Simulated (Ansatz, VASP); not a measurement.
Two plane-wave programs on WC

The input INCAR:

```
SYSTEM = WC
  PREC = Accurate
  ENCUT = 520
  EDIFF = 1E-7
  ISMEAR = 0
  SIGMA = 0.1
  LREAL = .False.
  LASPH = .True.
  NELM = 60
  ALGO = Normal
  ISIF = 2
  LWAVE = .False.
  LCHARG = .True.
  GGA = PS
  LELF = .True.
  LVHAR = .True.
  NBANDS = 16
```

File KPOINTS:

```
regular mesh
0
Gamma
  24 24 18
  0 0 0
```

The input POSCAR:

```
WC
1.0
    2.8984787829      0.0000000000      0.0000000000
   -1.4492393914      2.5101562583      0.0000000000
    0.0000000000      0.0000000000      2.9125895608
W C
1 1
Direct
    0.0000000000      0.0000000000      0.0000000000
    0.6666666667      0.3333333333      0.5000000000
```

Input for Ansatz:

```yaml
crystal:
  lattice:
    - [2.8984787829, 0.0, 0.0]
    - [-1.4492393914, 2.5101562583, 0.0]
    - [0.0, 0.0, 2.9125895608]
  atoms:
    - { symbol: W, position: [0.0, 0.0, 0.0] }
    - { symbol: C, position: [0.6666666667, 0.3333333333, 0.5] }
basis:
  ecutwfc: 420
kpoints:
  mp_grid: { grid: [24, 24, 18] }
hamiltonian:
  xc: pbesol
scf:
  occupations: { method: gaussian, width: 0.1 }
output:
  forces: true
  stress: true
  eigenvalues: true
```

Change from the starting cell: strain along c alone, the other axes held, atoms relaxed: +3.0 %.

Alike in both runs: task single point; functional PBEsol; k mesh 24 × 24 × 18; occupations gaussian, width 0.1 eV; no spin polarisation.

```csv
,VASP,Ansatz
version,VASP 6.6.1,Ansatz 0.2.0
potentials or method,"VASP PAW PBE potentials, release 64 (W_sv, C)","scalar-relativistic, plane waves, PAW"
plane-wave cutoff (eV),520,420
valence electrons in the cell,18,18
```

|  | VASP | Ansatz | Ansatz less VASP |
| --- | --- | --- | --- |
| gap on the k mesh at the Fermi level (eV) | none | none | - |
| pressure (GPa) | -11.2 | -12.3 | -1.12 |
| largest component of the traceless stress (GPa) | 14.57 | 14.74 | +0.172 |

A gap of «none» marks a metal or a gap that the smearing closes.

Caveats: the PAW data sets were made with another functional, which shifts forces and pressure a little (VASP). The runs have no spin-orbit coupling, so splittings on W are missing.
